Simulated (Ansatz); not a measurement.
CoO under changes of volume

One of the cells (9.684 Å³/atom); the others are scaled copies at fixed shape and fractional positions:

```
Co O
1.0
     0.00000    2.13150    2.13150
     2.13150    0.00000    2.13150
     2.13150    2.13150    0.00000
Co O
1 1
Direct
  0.00000 0.00000 0.00000
  0.50000 0.50000 0.50000
```

* Program: Ansatz 0.2.0
* Functional: LDA
* Potentials or basis: all-electron LAPW, scalar-relativistic
* Cutoff: 359 eV (chosen from the basis error)
* Basis error allowed: 0.001 eV/atom
* k mesh: 11 × 11 × 11
* Occupations: fermi-dirac, width 0.05 eV
* Spin: collinear spin, ferromagnetic start
* Starting moments: [2.0, 0.0] μB

```csv
volume (Å³/atom),energy over the lowest point (meV/atom),pressure (GPa),moment (μB per cell)
9.103,0.00,-11.8,2.59
9.297,14.81,-13.9,2.76
9.490,33.15,-16.7,2.83
9.684,55.05,-19.3,2.88
9.878,79.89,-21.6,2.93
10.071,?,?,?
10.265,137.48,-25.9,2.98
```

Task: What does the run at 10.071 Å³/atom give?

Result: Energy over the lowest point 107.37 meV/atom; pressure -23.8 GPa; moment 2.97 μB per cell.

Worked out: A Birch-Murnaghan fit of order 3 (a polynomial in V^(-2/3)) to the other rows has no minimum within the range. It gives 107.38 meV/atom at 10.071 Å³/atom, against the run's 107.37, and -dE/dV = -23.9 GPa, against -23.8. A parabola through the other rows of the moment, of slope 0.0778 μB per Å³/atom there, gives 2.97 μB, against the run's 2.97.

Energies are extrapolated to zero smearing.

Caveats: a cell with one magnetic atom can't hold antiferromagnetic order, which such compounds often take.
